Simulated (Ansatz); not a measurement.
## Field gradients of SiC from run to run

Cell of run 1: a computed structure from the Materials Project (it need not be an observed phase), taken as it stands.

Space group P6_3mc (No. 186); a = 3.0765, c = 40.2677 Å, γ = 120.00°.

| site | Wyckoff | site symmetry | x | y | z |
| --- | --- | --- | --- | --- | --- |
| Si1 | 2b | 3m. | 0.3333 | 0.6667 | 0.8125 |
| Si2 | 2b | 3m. | 0.3333 | 0.6667 | 0.5625 |
| Si3 | 2a | 3m. | 0.0000 | 0.0000 | 0.3750 |
| Si4 | 2b | 3m. | 0.6667 | 0.3333 | 0.9374 |
| Si6 | 2a | 3m. | 0.0000 | 0.0000 | 0.2500 |
| Si8 | 2b | 3m. | 0.6667 | 0.3333 | 0.6875 |
| Si9 | 2b | 3m. | 0.6667 | 0.3333 | 0.5000 |
| Si14 | 2a | 3m. | 0.0000 | 0.0000 | 0.6249 |
| C17 | 2a | 3m. | 0.0000 | 0.0000 | 0.1718 |
| C18 | 2b | 3m. | 0.3333 | 0.6667 | 0.4843 |
| C19 | 2b | 3m. | 0.6667 | 0.3333 | 0.3595 |
| C20 | 2b | 3m. | 0.3333 | 0.6667 | 0.0470 |
| C22 | 2a | 3m. | 0.0000 | 0.0000 | 0.9219 |
| C23 | 2b | 3m. | 0.3333 | 0.6667 | 0.6094 |
| C24 | 2b | 3m. | 0.6667 | 0.3333 | 0.7345 |
| C27 | 2a | 3m. | 0.0000 | 0.0000 | 0.7968 |

One atom of each set is listed.

All runs are DFT with Ansatz 0.2.0 (plane waves and PAW, scalar-relativistic unless spin–orbit coupling is named, Γ-centred meshes, Fermi–Dirac smearing where given) in this cell.

Run 1: PBE, atoms as given; 420 eV, 10×10×1 k-points, smearing 0.02 eV.
Run 2: r2SCAN, atoms as given; 500 eV, 10×10×1 k-points, smearing 0.02 eV.
Run 3: PBEsol, atoms as given; 420 eV, 10×10×1 k-points, smearing 0.02 eV.

```json
{"run": "1", "Si2 V_zz (η)": "0.27 (0.00)", "Si3 V_zz (η)": "0.26 (0.00)", "Si4 V_zz (η)": "0.22 (0.00)", "Si6 V_zz (η)": "0.31 (0.00)", "Si14 V_zz (η)": "0.22 (0.00)"}
{"run": "2", "Si2 V_zz (η)": "0.29 (0.00)", "Si3 V_zz (η)": "0.28 (0.00)", "Si4 V_zz (η)": "0.21 (0.00)", "Si6 V_zz (η)": "0.32 (0.00)", "Si14 V_zz (η)": "0.21 (0.00)"}
{"run": "3", "Si2 V_zz (η)": "?", "Si3 V_zz (η)": "?", "Si4 V_zz (η)": "?", "Si6 V_zz (η)": "?", "Si14 V_zz (η)": "?"}
```

V_zz in 10²¹ V/m²; 5 of the 16 sets of like atoms are followed.

Problem. Estimate the row of run 3.

Solution. Si2: 0.26 (0.00); Si3: 0.25 (0.00); Si4: 0.22 (0.00); Si6: 0.30 (0.00); Si14: 0.22 (0.00). It lies nearest to run 1, from whose tensors on these sites it differs by 0.01 at most (largest principal value of the difference).
